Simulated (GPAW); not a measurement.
Runs of GPAW 26.7.0 on C. Symmetry: Pm-3m, No. 221, cubic system. The conventional cell has a = 2.620 Å, b = 2.620 Å, c = 2.620 Å, α = 90.00°, β = 90.00°, γ = 90.00°. C (site symmetry 4/mmm) has 8 C at 1.85 Å as nearest neighbours. The cell was built by a generator and needn't be a form met in nature.

```csv
level,potentials or basis,eigensolver,gap on the mesh (eV),pressure (GPa),relaxed volume (Å³/atom)
PBEsol,"PAW data sets generated in the run's folder for this functional, pw",-,none,0.0,5.73
BLYP,"PAW data sets generated in the run's folder for this functional, pw",davidson,none,0.1,(b)
LDA,"the program's PAW data sets (release 1.2.1) made for this functional, pw",-,none,0.0,5.59
revPBE,"the program's PAW data sets (release 1.2.1) made for this functional, pw",-,none,0.4,6.18
RPBE,"the program's PAW data sets (release 1.2.1) made for this functional, pw",-,none,0.0,(a)
```

Alike in all rows: task relaxation of cell and atoms; no spin polarisation; cell relaxed; k mesh 10 × 10 × 10; cutoff (eV) 800; smearing fermi-dirac 0.05 eV.

**Question.** Estimate the missing entries.

**Answer.** (a) 6.24; (b) 6.69.

Caveats: later steps reuse the first step's grids.

A gap of «none» marks a metal or a gap under the smearing width.

Runs at the PBE level aren't shown here.
